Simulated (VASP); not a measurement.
# Rh (Fm-3m) in VASP: notebook

The runs below take Rh through relaxation of cell and atoms, electrostatic potential, with PBEsol.

Everything below comes from runs of VASP 6.6.1. Logs are shortened: lines on timing, memory, paths and dates and some standing lists are left out, and cuts for length are marked.

### Step 1. The crystal as given

Symmetry: Fm-3m, No. 225, cubic system. Conventional cell: a = 3.780 Å, b = 3.780 Å, c = 3.780 Å, α = 90.00°, β = 90.00°, γ = 90.00°. Around Rh (site symmetry m-3m) lie 12 Rh at 2.67 Å.

The cell was built by a generator and needn't be a form met in nature.

### Step 2. Relaxation of cell and atoms, PBEsol

Input file INCAR:

```
SYSTEM = Rh
PREC = Accurate
ENCUT = 600
EDIFF = 1E-6
ISMEAR = 1
SIGMA = 0.1
LREAL = .False.
LASPH = .True.
NELM = 120
ALGO = Fast
ISIF = 3
LWAVE = .False.
LCHARG = .False.
GGA = PS
IBRION = 2
NSW = 60
EDIFFG = -0.005
```

Input file KPOINTS:

```
regular mesh
0
Gamma
  18 18 18
  0 0 0
```

Input file POSCAR:

```
Rh
1.0
    0.0000000000      1.8900000000      1.8900000000
    1.8900000000      0.0000000000      1.8900000000
    1.8900000000      1.8900000000      0.0000000000
Rh
1
Direct
    0.0000000000      0.0000000000      0.0000000000
```

Potentials or basis: VASP PAW PBE potentials, release 64 (Rh_pv).

Command:

```sh
$ cat potpaw_PBE.64/Rh_pv/POTCAR > POTCAR
$ mpirun -np 1 vasp_std > vasp.out
```

OUTCAR:

```text
SYSTEM = Rh
   PREC = Accurate
   ENCUT = 600
   EDIFF = 1E-6
   ISMEAR = 1
   LREAL = .False.
   LASPH = .True.
   NELM = 120
   ISIF = 3
   GGA = PS
   IBRION = 2
   NSW = 60
   EDIFFG = -0.005

 ion  position               nearest neighbor table
   1  0.000  0.000  0.000-

  LATTYP: Found a face centered cubic cell.
 ALAT       =     3.7800000000

  Lattice vectors:

 A1 = (   0.0000000000,   1.8900000000,   1.8900000000)
 A2 = (   1.8900000000,   0.0000000000,   1.8900000000)
 A3 = (   1.8900000000,   1.8900000000,   0.0000000000)

Analysis of symmetry for initial positions (statically):
=====================================================================
 Subroutine PRICEL returns:
 Original cell was already a primitive cell.

 Routine SETGRP: Setting up the symmetry group for a
 face centered cubic supercell.

 Subroutine GETGRP returns: Found 48 space group operations
 (whereof 48 operations were pure point group operations)
 out of a pool of 48 trial point group operations.

The static configuration has the point symmetry O_h .

Analysis of symmetry for dynamics (positions and initial velocities):
=====================================================================
 Subroutine PRICEL returns:
 Original cell was already a primitive cell.

 Routine SETGRP: Setting up the symmetry group for a
 face centered cubic supercell.

 Subroutine GETGRP returns: Found 48 space group operations
 (whereof 48 operations were pure point group operations)
 out of a pool of 48 trial point group operations.

The dynamic configuration has the point symmetry O_h .

 Subroutine INISYM returns: Found 48 space group operations
 (whereof 48 operations are pure point group operations),
 and found     1 'primitive' translations

----------------------------------------------------------------------------------------

                                     Primitive cell

  volume of cell :      13.5025

  direct lattice vectors                    reciprocal lattice vectors
     0.000000000  1.890000000  1.890000000    -0.264550265  0.264550265  0.264550265
     1.890000000  0.000000000  1.890000000     0.264550265 -0.264550265  0.264550265
     1.890000000  1.890000000  0.000000000     0.264550265  0.264550265 -0.264550265

  length of vectors
     2.672863633  2.672863633  2.672863633     0.458214499  0.458214499  0.458214499

  position of ions in fractional coordinates (direct lattice)
     0.000000000  0.000000000  0.000000000

  ion indices of the primitive-cell ions
   primitive index   ion index
                 1           1

----------------------------------------------------------------------------------------

 KPOINTS: regular mesh

Automatic generation of k-mesh.
 Grid dimensions read from file:
 generate k-points for:   18   18   18

 Generating k-lattice:

  Cartesian coordinates                     Fractional coordinates (reciprocal lattice)
    -0.014697237  0.014697237  0.014697237     0.055555556  0.000000000  0.000000000
     0.014697237 -0.014697237  0.014697237     0.000000000  0.055555556  0.000000000
     0.014697237  0.014697237 -0.014697237     0.000000000  0.000000000  0.055555556

  Length of vectors
     0.025456361  0.025456361  0.025456361

  Shift w.r.t. Gamma in fractional coordinates (k-lattice)
     0.000000000  0.000000000  0.000000000

 Subroutine IBZKPT returns following result:
 ===========================================

 Found    195 irreducible k-points:

 Following reciprocal coordinates:
            Coordinates               Weight
  0.000000  0.000000  0.000000      1.000000
  0.055556  0.000000  0.000000      8.000000
  0.111111  0.000000  0.000000      8.000000
  0.166667  0.000000  0.000000      8.000000
  0.222222  0.000000  0.000000      8.000000
  0.277778  0.000000  0.000000      8.000000
[... 16 lines left out ...]
 -0.277778  0.055556  0.000000     24.000000
 -0.222222  0.055556  0.000000     24.000000
 [... further k-points ...]
   k-points           NKPTS =    195   k-points in BZ     NKDIM =    195   number of bands    NBANDS=     11
   number of dos      NEDOS =    301   number of ions     NIONS =      1
   total plane-waves  NPLWV =  13824
   dimension x,y,z NGX =    24 NGY =   24 NGZ =   24
   dimension x,y,z NGXF=    48 NGYF=   48 NGZF=   48
   ions per type =               1
   NGX,Y,Z   is equivalent  to a cutoff of  14.93, 14.93, 14.93 a.u.
   NGXF,Y,Z  is equivalent  to a cutoff of  29.85, 29.85, 29.85 a.u.
 SYSTEM =  Rh
   PREC   = accura    normal or accurate (medium, high low for compatibility)
   ISTART =      0    job   : 0-new  1-cont  2-samecut
   ICHARG =      2    charge: 1-file 2-atom 10-const
   ISPIN  =      1    spin polarized calculation?
   LNONCOLLINEAR =      F non collinear calculations
   LSORBIT =      F    spin-orbit coupling
   LASPH  =      T    aspherical Exc in radial PAW
   ENCUT  =  600.0 eV  44.10 Ry    6.64 a.u.   5.34  5.34  5.34*2*pi/ulx,y,z
   NELM   =    120;   NELMIN=  2; NELMDL= -5     # of ELM steps
   EDIFF  = 0.1E-05   stopping-criterion for ELM
   LREAL  =      F    real-space projection
   EDIFFG = -.5E-02   stopping-criterion for IOM
   NSW    =     60    number of steps for IOM
   IBRION =      2    ionic relax: 0-MD 1-quasi-New 2-CG
   NFREE  =      1    steps in history (QN), initial steepest desc. (CG)
   ISIF   =      3    stress and relaxation
   ISYM   =      2    0-nonsym 1-usesym 2-fastsym
   POTIM  = 0.5000    time-step for ionic-motion
   TEBEG  =    0.0;   TEEND  =   0.0 temperature during run
   PSTRESS=    0.0 pullay stress
   NELECT =      15.0000    total number of electrons
   NUPDOWN=      -1.0000    fix difference up-down
   EMIN   =  10.00;   EMAX   =-10.00  energy-range for DOS
   EFERMI =   0.00;   METHOD = LEGACY
   ISMEAR =     1;   SIGMA  =   0.10  broadening in eV -4-tet -1-fermi 0-gaus
   EFERMI_NEDOS =   21; number of points for ismear=-14 and -15
   IALGO  =     68    algorithm
   IMIX   =      4    mixing-type and parameters
     AMIX     =   0.40;   BMIX     =  1.00
     AMIX_MAG =   1.60;   BMIX_MAG =  1.00
  volume/ion in A,a.u.               =      13.50        91.12
  Fermi-wavevector in a.u.,A,eV,Ry     =   1.695509  3.204048 39.113361  2.874751
  Thomas-Fermi vector in A             =   2.776540
   LORBIT       =      0    0 simple, 1 ext, 2 COOP (PROOUT), +10 PAW based schemes
   GGA     = PS    functional components
   LHFCALC =     F    Hartree Fock is set to
   AEXX    =    0.0000 exact exchange contribution
   IVDW    =     0    specifies the selected vdW correction
   LEPSILON=     F    determine dielectric tensor
   LRPA    =     F    only Hartree local field effects (RPA)
 conjugate gradient relaxation of ions
 non-spin polarized calculation
 RMM-DIIS sequential band-by-band and
 Methfessel and Paxton  Order N= 1 SIGMA  =   0.10
  energy-cutoff  :      600.00
  volume of cell :       13.50
 maximum number of plane-waves:       465
 NGX is ok and might be reduce to    24
   NGX = 11   NGY = 11   NGZ = 11

--------------------------------------- Ionic step        1  -------------------------------------------

 number of electron      15.0000002 magnetization

 Free energy of the ion-electron system (eV)
  ---------------------------------------------------
  ext. energy  EPLUGINS =         0.00000000
  ---------------------------------------------------
  free energy    TOTEN  =        -8.13818741 eV

  energy without entropy =       -8.13809074  energy(sigma->0) =       -8.13815519

------------------------ aborting loop because EDIFF is reached ----------------------------------------

  FORCE on cell =-STRESS in cart. coord.  units (eV):
  Direction    XX          YY          ZZ          XY          YZ          ZX
  --------------------------------------------------------------------------------------
  -------------------------------------------------------------------------------------
  Total       -0.0250864     -0.0250864     -0.0250864      0.0000000      0.0000000     -0.0000000
  in kB       -2.9766838     -2.9766838     -2.9766838      0.0000000      0.0000000     -0.0000000
  external PRESSURE =      -2.9766838 kB  Pullay stress =       0.0000000 kB
[... 55 lines left out ...]
  energy  without entropy=       -8.1380153754  energy(sigma->0) =       -8.13807477

--------------------------------------- Ionic step        3  -------------------------------------------

 number of electron      15.0000002 magnetization

 Free energy of the ion-electron system (eV)
  ---------------------------------------------------
  ext. energy  EPLUGINS =         0.00000000
  ---------------------------------------------------
  free energy    TOTEN  =        -8.13819730 eV

  energy without entropy =       -8.13810241  energy(sigma->0) =       -8.13816567

 E-fermi :  12.1179     XC(G=0): -14.3409

 val. band max:       12.1169024541   @ k =  -0.4444   0.3333   0.1667
 cond. band min:      12.1525535560   @ k =  -0.3889   0.1667   0.0000
 fundamental gap:      0.0356511019
 Fermi energy:        12.1178708011

 k-point     1 :       0.0000    0.0000    0.0000
  band No.  band energies     occupation
      1     -34.2673      2.00000
      2     -34.2673      2.00000
      3     -34.2673      2.00000
      4       3.9109      2.00000
      5       8.9148      2.00000
      6       8.9148      2.00000
      7       8.9148      2.00000
      8      11.0903      2.00000
      9      11.0903      2.00000
     10      28.0253      0.00000
     11      33.5835      0.00000
[... 309 lines left out ...]
 k-point    24 :      -0.2222    0.0556    0.0000
  band No.  band energies     occupation
      1     -34.6474      2.00000
      2     -34.3446      2.00000
      3     -34.3104      2.00000
      4       5.7730      2.00000
      5       8.5544      2.00000
      6       9.3203      2.00000
      7       9.3752      2.00000
      8      10.8825      2.00000
      9      11.5888      2.00000
     10      27.6437      0.00000
     11      29.8316      0.00000

 [... further k-points ...]

------------------------ aborting loop because EDIFF is reached ----------------------------------------

  FORCE on cell =-STRESS in cart. coord.  units (eV):
  Direction    XX          YY          ZZ          XY          YZ          ZX
  --------------------------------------------------------------------------------------
  -------------------------------------------------------------------------------------
  Total        0.0026302      0.0026302      0.0026302      0.0000000      0.0000000      0.0000000
  in kB        0.3123593      0.3123593      0.3123593      0.0000000      0.0000000      0.0000000
  external PRESSURE =       0.3123593 kB  Pullay stress =       0.0000000 kB
[... 16 lines left out ...]
  FREE ENERGIE OF THE ION-ELECTRON SYSTEM (eV)
  ---------------------------------------------------
  free  energy   TOTEN  =        -8.1381972996 eV

  energy  without entropy=       -8.1381024101  energy(sigma->0) =       -8.13816567

 reached required accuracy - stopping structural energy minimisation
```

Wall time 22 s (1 thread of Intel Xeon 6975P-C (Granite Rapids), shared host); peak memory 0.17 GiB.

What came out:

```
Free energy                            : -8.1382 eV
Relaxed volume                         : 13.49 Å³/atom
Relaxed cell                           : a = 2.672 Å, b = 2.672 Å, c = 2.672 Å, α = 60.00°, β = 60.00°, γ = 60.00°
Space group after relaxing (to 0.05 Å) : Fm-3m (No. 225)
Energy gained by relaxing              : 0.0 meV/atom
Ionic steps                            : 3
Pressure after relaxing                : 0.0 GPa
Band gap on the k mesh                 : none (metal or under the smearing width)
```

Final structure:
```xyz
1
Lattice="0.0000 1.8895 1.8895 1.8895 0.0000 1.8895 1.8895 1.8895 0.0000" Properties=species:S:1:pos:R:3 pbc="T T T"
Rh    0.0000    0.0000    0.0000
```

Caveat: the PAW data sets were made with another functional, which shifts forces and pressure a little.

### Step 3. Electrostatic potential, PBEsol

Input file INCAR:

```
SYSTEM = Rh
PREC = Accurate
ENCUT = 520
EDIFF = 1E-6
ISMEAR = 1
SIGMA = 0.1
LREAL = .False.
LASPH = .True.
NELM = 80
ALGO = Fast
ISIF = 2
LWAVE = .False.
LCHARG = .True.
GGA = PS
LVHAR = .True.
```

KPOINTS is that of step 2.

Input file POSCAR:

```
Rh                                      
1.0
    0.0000000000      1.8894509728      1.8894509728
    1.8894509728      0.0000000000      1.8894509728
    1.8894509728      1.8894509728     -0.0000000000
  Rh            
     1
Direct
     0.0000000000000000    0.0000000000000000    0.0000000000000000
```

Potentials or basis: VASP PAW PBE potentials, release 64 (Rh_pv).

Command:

```sh
$ cat potpaw_PBE.64/Rh_pv/POTCAR > POTCAR
$ mpirun -np 1 vasp_std > vasp.out
```

OUTCAR:

```text
SYSTEM = Rh
   PREC = Accurate
   ENCUT = 520
   EDIFF = 1E-6
   ISMEAR = 1
   LREAL = .False.
   LASPH = .True.
   NELM = 80
   ISIF = 2
   GGA = PS

 ion  position               nearest neighbor table
   1  0.000  0.000  0.000-

  LATTYP: Found a face centered cubic cell.
 ALAT       =     3.7789019456

  Lattice vectors:

 A1 = (   0.0000000000,   1.8894509728,   1.8894509728)
 A2 = (   1.8894509728,   0.0000000000,   1.8894509728)
 A3 = (   1.8894509728,   1.8894509728,   0.0000000000)

Analysis of symmetry for initial positions (statically):
=====================================================================
 Subroutine PRICEL returns:
 Original cell was already a primitive cell.

 Routine SETGRP: Setting up the symmetry group for a
 face centered cubic supercell.

 Subroutine GETGRP returns: Found 48 space group operations
 (whereof 48 operations were pure point group operations)
 out of a pool of 48 trial point group operations.

The static configuration has the point symmetry O_h .

Analysis of symmetry for dynamics (positions and initial velocities):
=====================================================================
 Subroutine PRICEL returns:
 Original cell was already a primitive cell.

 Routine SETGRP: Setting up the symmetry group for a
 face centered cubic supercell.

 Subroutine GETGRP returns: Found 48 space group operations
 (whereof 48 operations were pure point group operations)
 out of a pool of 48 trial point group operations.

The dynamic configuration has the point symmetry O_h .

 Subroutine INISYM returns: Found 48 space group operations
 (whereof 48 operations are pure point group operations),
 and found     1 'primitive' translations

----------------------------------------------------------------------------------------

                                     Primitive cell

  volume of cell :      13.4908

  direct lattice vectors                    reciprocal lattice vectors
[... 111 lines left out ...]
   LHFCALC =     F    Hartree Fock is set to
   AEXX    =    0.0000 exact exchange contribution
   IVDW    =     0    specifies the selected vdW correction
   LEPSILON=     F    determine dielectric tensor
   LRPA    =     F    only Hartree local field effects (RPA)
 non-spin polarized calculation
 RMM-DIIS sequential band-by-band and
 Methfessel and Paxton  Order N= 1 SIGMA  =   0.10
  energy-cutoff  :      520.00
  volume of cell :       13.49
 maximum number of plane-waves:       375
   NGX =  9   NGY =  9   NGZ =  9

 number of electron      15.0000006 magnetization

 Free energy of the ion-electron system (eV)
  ---------------------------------------------------
  ext. energy  EPLUGINS =         0.00000000
  ---------------------------------------------------
  free energy    TOTEN  =        -8.13789345 eV

  energy without entropy =       -8.13779843  energy(sigma->0) =       -8.13786178

 E-fermi :  12.1181     XC(G=0): -14.3412

 val. band max:       12.1171208648   @ k =  -0.4444   0.3333   0.1667
 cond. band min:      12.1528046791   @ k =  -0.3889   0.1667   0.0000
 fundamental gap:      0.0356838143
 Fermi energy:        12.1181099775

 k-point     1 :       0.0000    0.0000    0.0000
  band No.  band energies     occupation
      1     -34.2667      2.00000
      2     -34.2667      2.00000
      3     -34.2667      2.00000
      4       3.9108      2.00000
      5       8.9152      2.00000
      6       8.9152      2.00000
      7       8.9152      2.00000
      8      11.0907      2.00000
      9      11.0907      2.00000
     10      28.0250      0.00000
     11      33.5833      0.00000
[... 309 lines left out ...]
 k-point    24 :      -0.2222    0.0556    0.0000
  band No.  band energies     occupation
      1     -34.6469      2.00000
      2     -34.3441      2.00000
      3     -34.3098      2.00000
      4       5.7730      2.00000
      5       8.5545      2.00000
      6       9.3206      2.00000
      7       9.3755      2.00000
      8      10.8828      2.00000
      9      11.5890      2.00000
     10      27.6437      0.00000
     11      29.8314      0.00000

 [... further k-points ...]

------------------------ aborting loop because EDIFF is reached ----------------------------------------

  FORCE on cell =-STRESS in cart. coord.  units (eV):
  Direction    XX          YY          ZZ          XY          YZ          ZX
  --------------------------------------------------------------------------------------
  -------------------------------------------------------------------------------------
  Total        0.0066546      0.0066546      0.0066546     -0.0000000      0.0000000     -0.0000000
  in kB        0.7903087      0.7903087      0.7903087     -0.0000000      0.0000000     -0.0000000
  external PRESSURE =       0.7903087 kB  Pullay stress =       0.0000000 kB

 VOLUME and BASIS-vectors are now :
 -----------------------------------------------------------------------------
  energy-cutoff  :      520.00
  volume of cell :       13.49
      direct lattice vectors                 reciprocal lattice vectors
     0.000000000  1.889450973  1.889450973    -0.264627136  0.264627136  0.264627136
     1.889450973  0.000000000  1.889450973     0.264627136 -0.264627136  0.264627136
     1.889450973  1.889450973  0.000000000     0.264627136  0.264627136 -0.264627136

 POSITION                                       TOTAL-FORCE (eV/Angst)
 -----------------------------------------------------------------------------------
      0.00000      0.00000      0.00000         0.000000      0.000000      0.000000
 -----------------------------------------------------------------------------------
    total drift:                                0.000000     -0.000000      0.000000

  FREE ENERGIE OF THE ION-ELECTRON SYSTEM (eV)
  ---------------------------------------------------
  free  energy   TOTEN  =        -8.1378934469 eV

  energy  without entropy=       -8.1377984340  energy(sigma->0) =       -8.13786178
```

stdout:

```text
POSCAR found type information on POSCAR Rh
 POSCAR found :  1 types and       1 ions
 scaLAPACK will be used
 -----------------------------------------------------------------------------
|                                                                             |
|                                                                             |
|     You enforced a specific xc type in the INCAR file but a different       |
|     I HOPE YOU KNOW WHAT YOU ARE DOING!                                     |
|                                                                             |
 -----------------------------------------------------------------------------

 LDA part: xc-table for (Slater+PW92), standard interpolation
 POSCAR, INCAR and KPOINTS ok, starting setup
 FFT: planning ... GRIDC
 FFT: planning ... GRID_SOFT
 FFT: planning ... GRID
 WAVECAR not read
 entering main loop
```

Run time: 11 s. Hardware: 1 thread of Intel Xeon 6975P-C (Granite Rapids), shared host; peak memory 0.14 GiB.

Results:

```
Free energy            : -8.1379 eV
Pressure               : 0.1 GPa
Band gap on the k mesh : none (metal or under the smearing width)
```

Levels at points of the mesh, in eV from the Fermi level:
```csv
k point,band 4,band 5,band 6,band 7,band 8,band 9,band 10,band 11
"(0.00, 0.00, 0.00)",-8.21,-3.20,-3.20,-3.20,-1.03,-1.03,15.91,21.47
"(0.50, 0.00, 0.00)",-6.34,-3.28,-3.28,0.58,0.58,0.62,8.77,15.42
"(0.50, 0.50, 0.00)",-6.54,-6.17,0.56,1.01,1.01,3.19,12.46,13.33
```

Caveat: the PAW data sets were made with another functional, which shifts forces and pressure a little.
